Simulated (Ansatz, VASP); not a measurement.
Two plane-wave programs on BaS

```
Ba S
1.0
     0.00000    3.24612    3.24612
     3.24612    0.00000    3.24612
     3.24612    3.24612    0.00000
Ba S
1 1
Cartesian
  3.2461 3.2461 3.2461
  0.0000 0.0000 0.0000
```

Alike in both runs: task single point; functional PBEsol; k mesh 6 × 6 × 6; occupations gaussian, width 0.05 eV; non-collinear spin, spin-orbit coupling.

|  | VASP | Ansatz |
| --- | --- | --- |
| version | VASP 6.6.1 | Ansatz 0.2.0 |
| potentials or method | VASP PAW PBE potentials, release 64 (Ba_sv, S) | plane waves, PAW |
| plane-wave cutoff (eV) | 520 | 420 |
| valence electrons in the cell | 16 | 16 |

```csv
,VASP,Ansatz,Ansatz less VASP
gap on the k mesh at the Fermi level (eV),2.01,2.11,+0.094
least direct gap on the mesh (eV),2.14,2.21,+0.068
pressure (GPa),-2.4,-3.0,-0.51
net moment per atom (μB),0.00,0.00,0.000
```

With one functional, cell and mesh, what is left measures potentials, basis and numerics.

Caveats: the PAW data sets were made with another functional, which shifts forces and pressure a little (VASP).
